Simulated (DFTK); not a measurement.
The system is NaCl.

```xyz
2
Lattice="0.0000 2.7941 2.7941 2.7941 0.0000 2.7941 2.7941 2.7941 0.0000" Properties=species:S:1:pos:R:3 pbc="T T T"
Cl    2.7941    2.7941    2.7941
Na    0.0000    0.0000    0.0000
```

The cell is a database's computed one.

Base run:

| Property | Result |
| --- | --- |
| Program | DFTK 0.8.2 |
| Functional | PBE |
| Potentials or basis | dojo.nc.sr.pbe.v0_4_1.standard.upf (PBE) |
| Cutoff | 1197 eV |
| k mesh | 8 × 8 × 8 |
| Occupations | fermi-dirac, width 0.05 eV |
| Spin | no spin polarisation |

Its results: band gap on the k mesh 5.22 eV, direct; pressure 1.6 GPa.

Question: The run is repeated on the same cell with these changes: functional from PBE to PBEsol; potentials or basis from dojo.nc.sr.pbe.v0_4_1.standard.upf (PBE) to dojo.nc.sr.pbesol.v0_4_1.standard.upf (PBEsol). What comes out?

Answer: Band gap on the k mesh 5.04 eV, direct; pressure 0.2 GPa.

A k mesh can miss the band edges.

Not every run made on this cell is shown here.
